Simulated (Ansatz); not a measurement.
This script makes an equation of state with a fit of Mo, space group Fm-3m with the Python package of Ansatz (0.2.0).

`eos_mo.py`:
```python
"""Bulk modulus of Mo from an E(V) curve."""

import ansatz as az
from ase.eos import EquationOfState
from ase.units import GPa
import numpy as np

vectors0 = np.array([
    [0.0, 2.015, 2.015],
    [2.015, 0.0, 2.015],
    [2.015, 2.015, 0.0],
])
sites = [
    ("Mo", (0.0, 0.0, 0.0)),
]


def on_lattice(cell):
    crystal = az.Crystal(lattice=az.Lattice.of(cell))
    for symbol, position in sites:
        crystal = crystal.atom(symbol, position)
    return crystal


def main() -> None:
    # uniform scaling of the cell
    volumes, energies, pressures = [], [], []
    for scale in np.linspace(0.9, 1.1, 9):
        cell = vectors0 * scale ** (1 / 3)
        calculation = (
            on_lattice(cell).calculation()
            .pseudopotentials("paw")
            .functional("pbe")
            .occupations("Fermi-Dirac", width=0.15)
            .basis(41 * az.Ry)
            .kpoints(10, 10, 10)
            .stress()
        )
        summary = calculation.run().report
        volumes.append(abs(np.linalg.det(cell)) / len(sites))
        energies.append(summary["free_energy_ev"] / len(sites))
        pressures.append(np.trace(summary["stress_gpa"]) / 3)
        print(f"V = {volumes[-1]:8.4f} A^3/atom  F = {energies[-1]:.5f} eV/atom  P = {pressures[-1]:8.3f} GPa")

    eos = EquationOfState(volumes, energies, eos="sj")
    v0, e0, bulk = eos.fit()
    print(f"V0 = {v0:.4f} A^3/atom, E0 = {e0:.5f} eV/atom, B = {bulk / GPa:.1f} GPa")


if __name__ == "__main__":
    main()
```

Its results, one of them left out:

| V (Å³/atom) | F less the lowest row shown (meV/atom) |
| --- | --- |
| 14.726 | 92.06 |
| 15.136 | ? |
| 15.545 | 11.71 |
| 15.954 | 0.00 |
| 16.363 | 4.18 |
| 16.772 | 22.28 |
| 17.181 | 52.57 |
| 17.590 | 93.53 |
| 17.999 | 143.80 |

What is the missing energy at 15.136 Å³ an atom?

A third-order Birch-Murnaghan fit, E = E0 + (9 V0 B0 / 16) [(t - 1)³ B' + (t - 1)² (6 - 4t)] with t = (V0/V)^(2/3), through the 8 rows shown gives V0 = 16.043 Å³, B0 = 236.5 GPa, B' = 4.20 and E0 = -0.36 meV. At V = 15.136 Å³, t = 1.03956, and the fit interpolates to 41.50 meV. The run gave 41.55 meV, a miss of 0.04 meV.

Caveats:
- For a metal this k-point mesh is coarse: on a finer one energies can move by several to tens of meV an atom and pressures by half a GPa or more, differences at one mesh by less.
- Pressure is positive in compression.
- This isn't the structure that Mo takes at ambient conditions.
